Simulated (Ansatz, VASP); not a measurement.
**Two plane-wave programs on Ca4F**

```
Ca F
1.0
     4.79510    0.00000    0.00000
     0.00000    4.79510    0.00000
     0.00000    0.00000    4.79510
Ca F
4 1
Direct
  0.00000 0.00000 0.00000
  0.50000 0.50000 0.00000
  0.50000 0.00000 0.50000
  0.00000 0.50000 0.50000
  0.50000 0.50000 0.50000
```

Change from the starting cell: species swapped into the Mn4N type (Pm-3m, No. 221).

Alike in both runs: task single point; functional PBE; k mesh 4 × 4 × 4; occupations gaussian, width 0.1 eV; no spin polarisation.

```csv
,VASP,Ansatz
version,VASP 6.6.1,Ansatz 0.2.0
potentials or method,"VASP PAW PBE potentials, release 64 (Ca_sv, F)","scalar-relativistic, plane waves, PAW"
plane-wave cutoff (eV),520,420
valence electrons in the cell,47,47
```

```csv
,VASP,Ansatz,Ansatz less VASP
gap on the k mesh at the Fermi level (eV),none,none,-
pressure (GPa),15.5,15.4,-0.10
```

A gap of «none» marks a metal or a gap that the smearing closes. The functional is the same, so the differences come from potentials, cutoffs and numerics.

Caveats: so large a pressure means that the cell lies far from this level's equilibrium, or that cutoff or potentials fall short (VASP); an odd number of electrons without spin polarisation forces a metal; a magnetic or distorted state may lie lower.
